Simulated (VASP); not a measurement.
Set up this calculation in VASP 6.6.1, as the native input.

| Quantity | Value |
| --- | --- |
| Task | relaxation of cell and atoms |
| Functional | PBEsol |
| Potentials or basis | VASP PAW PBE potentials, release 64 (Cd) |
| Cutoff | 580 eV |
| k mesh | 18 × 18 × 8 |
| Occupations | gaussian, width 0.1 eV |
| Spin | no spin polarisation |
| Further INCAR settings | ALGO = Fast; EDIFF = 1e-07; IBRION = 2; EDIFFG = -0.005; NSW = 90; ISIF = 3 |

The structure of Cd lies in POSCAR:

```
Cd
1.0
    2.9584748200      0.0000000000      0.0000000000
   -1.4792374100      2.5621143500      0.0000000000
    0.0000000000      0.0000000000      5.8859279300
Cd
2
Direct
    0.3333333300      0.6666666700      0.2500000000
    0.6666666700      0.3333333300      0.7500000000
```

One way to write it, as run:

INCAR

```
ALGO = Fast
EDIFF = 1E-7
EDIFFG = -0.005
ENCUT = 580
GGA = PS
IBRION = 2
ISIF = 3
ISMEAR = 0
LASPH = True
LCHARG = False
LREAL = False
LWAVE = False
NELM = 60
NSW = 90
PREC = Accurate
SIGMA = 0.1
```

KPOINTS

```
k-points
0
Gamma
  18 18 8
```

Potentials or basis: VASP PAW PBE potentials, release 64 (Cd).

The run is started by

```bash
$ cat potpaw_PBE.64/Cd/POTCAR > POTCAR
$ mpirun -np 1 vasp_std > vasp.out
```

Results of the run:

| Quantity | Value |
| --- | --- |
| Relaxed volume | 21.12 Å³/atom |
| Relaxed cell | a = 2.952 Å, b = 2.952 Å, c = 5.599 Å, α = 90.00°, β = 90.00°, γ = 120.00° |
| Space group after relaxing (to 0.05 Å) | P6_3/mmc (No. 194) |
| Energy gained by relaxing | 10.6 meV/atom |
| Ionic steps | 10 |
| Pressure after relaxing | 0.0 GPa |
| Band gap on the k mesh | none (metal or under the smearing width) |

Caveat: the PAW data sets were made with another functional, which shifts forces and pressure a little.

It took 6.9 min on 1 thread of Intel(R) Xeon(R) Platinum 8375C CPU @ 2.90GHz (Ice Lake), on a shared host, peak memory 0.27 GiB.
